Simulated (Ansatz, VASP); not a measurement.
## Two plane-wave programs on Cd

```xyz
1
Lattice="2.4895 0.0000 0.0000 0.0000 2.6078 0.0000 0.0000 0.0000 6.1123" Properties=species:S:1:pos:R:3 pbc="T T T"
Cd    1.2448    1.3039    3.0561
```

Alike in both runs: task single point; functional PBE; k mesh 8 × 6 × 4; occupations gaussian, width 0.1 eV; no spin polarisation.

|  | VASP | Ansatz |
| --- | --- | --- |
| version | VASP 6.6.1 | Ansatz 0.2.0 |
| potentials or method | VASP PAW PBE potentials, release 64 (Cd) | scalar-relativistic, plane waves, PAW |
| plane-wave cutoff (eV) | 520 | 420 |
| valence electrons in the cell | 12 | 20 |

```csv
,VASP,Ansatz,Ansatz less VASP
gap on the k mesh at the Fermi level (eV),none,none,-
pressure (GPa),10.6,10.0,-0.56
largest component of the traceless stress (GPa),10.81,10.24,-0.571
```

A gap of «none» marks a metal or a gap that the smearing closes. The two sets of potentials don't hold the same shells in valence.

Caveats: the k mesh is coarse (spacing up to 0.40 Å⁻¹), so the values aren't converged.
